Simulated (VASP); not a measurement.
Runs of VASP 6.6.1 on Si. Symmetry: Fd-3m, No. 227, cubic system. Conventional cell: a = 5.427 Å, b = 5.427 Å, c = 5.427 Å, α = 90.00°, β = 90.00°, γ = 90.00°. Around Si (site symmetry -43m) lie 4 Si at 2.35 Å. 

| task | level | potentials or basis | cell | k mesh | cutoff (eV) | gap on the mesh (eV) | pressure (GPa) | relaxed volume (Å³/atom) |
| --- | --- | --- | --- | --- | --- | --- | --- | --- |
| relaxation of cell and atoms | PBE | VASP PAW PBE potentials, release 64 (Si) | relaxed | 5 × 5 × 5 | 300 | 0.61 | 0.0 | 20.46 |
| single point | PBEsol | VASP PAW PBE potentials, release 64 (Si) | as given | 6 × 6 × 6 | 520 | 0.58 | 0.5 | - |
| relaxation of cell and atoms | RPBE | VASP PAW PBE potentials, release 64 (Si) | relaxed | 10 × 10 × 10 | 600 | 0.70 | 0.0 | 20.77 |
| relaxation of cell and atoms | r2SCAN | VASP PAW PBE potentials, release 64 (Si) | relaxed | 10 × 10 × 10 | 600 | 0.79 | 0.0 | (b) |
| relaxation of cell and atoms | LDA | VASP PAW LDA potentials, release 64 (Si) | relaxed | 10 × 10 × 10 | 600 | 0.45 | 0.0 | (a) |
| single point | LDA | VASP PAW LDA potentials, release 64 (Si) | as given | 6 × 6 × 6 | 520 | 0.59 | (c) | - |
| relaxation of cell and atoms | AM05 | VASP PAW PBE potentials, release 64 (Si) | relaxed | 10 × 10 × 10 | 600 | (d) | 0.0 | 20.09 |
| relaxation of cell and atoms | PBEsol | VASP PAW PBE potentials, release 64 (Si) | relaxed | 10 × 10 × 10 | 600 | 0.47 | 0.0 | 20.08 |
| relaxation of cell and atoms | PBE | VASP PAW PBE potentials, release 64 (Si) | relaxed | 10 × 10 × 10 | 600 | 0.62 | 0.0 | 20.44 |
| single point | PBE | VASP PAW PBE potentials, release 64 (Si) | as given | 6 × 6 × 6 | 520 | 0.70 | 2.2 | - |
| relaxation of cell and atoms | PBE+D3(BJ) | VASP PAW PBE potentials, release 64 (Si) | relaxed | 10 × 10 × 10 | 600 | 0.57 | 0.0 | 19.90 |

Alike in all rows: no spin polarisation; smearing gaussian 0.03 eV.

Q: Fill in the values left out.

A: (a) 19.72; (b) 20.12; (c) -1.2; (d) 0.51.

Caveats: the PAW data sets were made with another functional, which shifts forces and pressure a little (some runs); the cutoff is under 1.25 times the usual one of these potentials, so pressure, stress and relaxed cells hold a basis-set (Pulay) error (some runs); an odd mesh through Γ misses points on the zone boundary, where band edges often lie (some runs).

Not every run made on this cell is shown here.
